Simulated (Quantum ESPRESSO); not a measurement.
CoO:

```
CELL_PARAMETERS angstrom
2.57053 0.00000 0.00000
0.00000 2.57053 0.00000
0.00000 0.00000 2.57053
ATOMIC_POSITIONS crystal
Co 0.00000 0.00000 0.00000
O 0.50000 0.50000 0.50000
```

Measurements of this composition are mostly on another form, of space group No. 225.

Base run:

- Program: Quantum ESPRESSO 7.5
- Functional: PW91
- Potentials or basis: SPMS 1.0 PBE
- Cutoff: 1197 eV
- Density cutoff: 4789 eV
- k mesh: 7 × 7 × 7
- Occupations: gaussian, width 0.05 eV
- Spin: collinear spin, ferromagnetic start
- Starting moments: [3.0, 0.0] μB
- Hubbard terms: Co d U = 2 eV

Its results: band gap on the k mesh 0.97 eV, indirect (least direct gap 1.01 eV); pressure 19.5 GPa; net moment 3.00 μB per cell; site moments Co +2.52; O +0.39 μB.

Task: The run is repeated on the same cell with these changes: functional from PW91 to revPBE. What comes out?

Result: Band gap on the k mesh 1.06 eV, indirect (least direct gap 1.13 eV); pressure 25.8 GPa; net moment 3.00 μB per cell; site moments Co +2.54; O +0.38 μB.

revPBE binds less tightly than PW91, so the same cell stands under more pressure.

Caveats: the potentials were made for another functional, which shifts forces and pressure; an odd mesh through Γ misses points on the zone boundary, where band edges often lie; a cell with one magnetic atom can't hold antiferromagnetic order, which such compounds often take.
